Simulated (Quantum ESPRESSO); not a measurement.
**TiO: phonons with LDA**

TiO:

```
Ti O
1.0
     3.03100    0.00000    0.00000
    -1.51550    2.62492    0.00000
     0.00000    0.00000    3.23770
Ti O
1 1
Direct
  0.66667 0.33333 0.00000
  0.00000 0.00000 0.50000
```

| Item | Value |
| --- | --- |
| Program | Quantum ESPRESSO 7.5 |
| Task | phonons |
| Functional | LDA |
| Potentials or basis | PseudoDojo 0.4.1 SR LDA standard |
| Cutoff | 1143 eV |
| Density cutoff | 4572 eV |
| k mesh | 8 × 8 × 7 |
| Occupations | cold, width 0.2 eV |
| Spin | no spin polarisation |
| Target pressure | 15 GPa |
| Form of the LDA correlation | PW92 |
| Mixing beta | 0.5 |
| Most SCF iterations | 120 |
| SCF threshold | 4e-10 Ry |

| Quantity | Value |
| --- | --- |
| Relaxed volume | 8.70 Å³/atom |
| Relaxed cell | a = 2.715 Å, b = 2.715 Å, c = 2.726 Å, α = 90.00°, β = 90.00°, γ = 120.00° |
| Space group after relaxing (to 0.05 Å) | P-6m2 (No. 187) |
| Pressure after relaxing | 15.0 GPa |
| Band gap on the k mesh | none (metal or under the smearing width) |
| Highest phonon frequency at Γ | 605 cm⁻¹ |

The path:
```
step  energy change (eV)  largest force (eV/Å)  pressure (GPa)  volume (Å³)
   1              0.0000                0.0000          -44.52        25.76
   2             -1.6133                0.0000           -6.82        18.70
   3             -1.3472                0.0000           47.20        16.09
   4             -1.5988                0.0000           14.16        17.43
   5             -1.5949                0.0000           15.29        17.38
   6             -1.5963                0.0000           15.03        17.40
   7             -1.5964                0.0000           15.00        17.40
```

Final structure:
```xyz
2
Lattice="2.7148 0.0000 0.0000 -1.3574 2.3511 0.0000 0.0000 0.0000 2.7259" Properties=species:S:1:pos:R:3 pbc="T T T"
Ti    1.3574    0.7837    0.0000
O     0.0000    0.0000    1.3630
```

Levels at points of the mesh, in eV from the Fermi level:
| k point | band 7 | band 8 | band 9 | band 10 | band 11 | band 12 |
| --- | --- | --- | --- | --- | --- | --- |
| (0.00, 0.00, 0.00) | -6.12 | -5.74 | -3.29 | 1.96 | 1.96 | 2.42 |
| (0.00, -0.50, 0.00) | -7.10 | -5.74 | -2.81 | 1.83 | 2.40 | 3.17 |

Phonon frequencies in cm⁻¹ (negative: imaginary):
```
              q point         frequencies
(0.000, 0.000, 0.000)  -3 1 1 531 531 605
```

Optical modes at Γ, degenerate ones joined:
```
cm⁻¹  components  symmetry     active in
 531           2        E'  IR and Raman
 605           1      A''2            IR
```

Run time: 98 s on 1 thread of AMD EPYC 9R45 96-Core Processor (Zen 5) (shared host), peak memory 0.07 GiB.

Caveat: the mesh is thin for the phonons of a metal; the volume moved by over 15 % at a fixed basis, so the end points are rough; the cell is more than 3 GPa from zero pressure, which shifts response properties; semilocal functionals often make such compounds metallic where correlation or magnetic order opens a gap, which also shifts bond lengths.
